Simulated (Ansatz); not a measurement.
Cell and atoms are relaxed with the symmetry kept. Start:

```yaml
crystal:
  lattice:
    - [0.00000, 1.77210, 1.77210]
    - [1.77210, 0.00000, 1.77210]
    - [1.77210, 1.77210, 0.00000]
  atoms:
    - { symbol: Co, position: [0.00000, 0.00000, 0.00000] }
```

These are results of DFT r2SCAN, scalar-relativistic, plane waves, PAW (Ansatz 0.2.0), not measurements.

Settings: cutoff 500 eV, Γ-centred mesh 20×20×20 on the computed 1-atom cell, Gaussian smearing of 0.10 eV; collinear spin from starting moments 2.01 μB.

Question: What does it relax to?

Answer: The volume falls by 0.30 Å³/atom to 10.83 Å³/atom, and the energy falls by 5.3 meV/atom. The cell ends with a moment of 1.84 μB (only this magnetic start was tried). Final structure:
```cif
data_structure
_symmetry_space_group_name_H-M 'Fm-3m'
_symmetry_Int_Tables_number 225
_cell_length_a 3.5124
_cell_length_b 3.5124
_cell_length_c 3.5124
_cell_angle_alpha 90.000
_cell_angle_beta 90.000
_cell_angle_gamma 90.000
_cell_volume 43.33
loop_
_atom_site_label
_atom_site_type_symbol
_atom_site_symmetry_multiplicity
_atom_site_Wyckoff_symbol
_atom_site_fract_x
_atom_site_fract_y
_atom_site_fract_z
_atom_site_occupancy
Co1 Co 4 a 0.00000 0.00000 0.00000 1
```

The state reached may not be the lowest one.

This fcc form isn't the element's structure at ambient conditions.

Cost: 1 run of about 1.3 core-minutes, on Arm Neoverse V1 (shared hosts).